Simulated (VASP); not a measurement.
A run of VASP 6.6.1 is set up as follows.

The input POSCAR:

```
CaO
1.0
    0.0000000000      2.4065000000      2.4065000000
    2.4065000000      0.0000000000      2.4065000000
    2.4065000000      2.4065000000      0.0000000000
Ca O
1 1
Direct
    0.0000000000      0.0000000000      0.0000000000
    0.5000000000      0.5000000000      0.5000000000
```

The input INCAR.step1:

```
ALGO = Fast
EDIFF = 1E-8
EDIFFG = -0.002
ENCUT = 600
IBRION = 2
ISIF = 3
ISMEAR = 0
LASPH = T
LCHARG = F
LREAL = F
LWAVE = F
NELM = 100
NSW = 40
PREC = Accurate
SIGMA = 0.02
```

The input INCAR.step2:

```
ALGO = Fast
EDIFF = 1E-8
ENCUT = 600
IBRION = 6
ISIF = 3
ISMEAR = 0
LASPH = T
LCHARG = F
LREAL = F
LWAVE = F
NELM = 100
NFREE = 2
NSW = 1
POTIM = 0.015
PREC = Accurate
SIGMA = 0.02
```

File KPOINTS:

```
k-points
0
Gamma
  8 8 8
```

Potentials or basis: VASP PAW LDA potentials, release 64 (Ca_sv, O).

Command:

```console
$ cat potpaw_LDA.64/Ca_sv/POTCAR potpaw_LDA.64/O/POTCAR > POTCAR
$ cp INCAR.step1 INCAR
$ mpirun -np 1 vasp_std > vasp.out
$ cp CONTCAR POSCAR
$ cp INCAR.step2 INCAR
$ mpirun -np 1 vasp_std > vasp.out
```

Problem. Predict the elastic constants C11, C12, C44.

Solution. 262, 62, 79 GPa.

Problem. Estimate the Voigt bulk modulus.

Solution. 129 GPa.

Problem. Predict the space group after relaxing (to 0.05 Å).

Solution. Fm-3m (No. 225).

Problem. Predict the highest phonon frequency at Γ, LO-TO splitting left out.

Solution. 294 cm⁻¹.

Final structure:
```
CELL_PARAMETERS angstrom
0.00000 2.35875 2.35875
2.35875 0.00000 2.35875
2.35875 2.35875 0.00000
ATOMIC_POSITIONS crystal
Ca 0.00000 0.00000 0.00000
O 0.50000 0.50000 0.50000
```
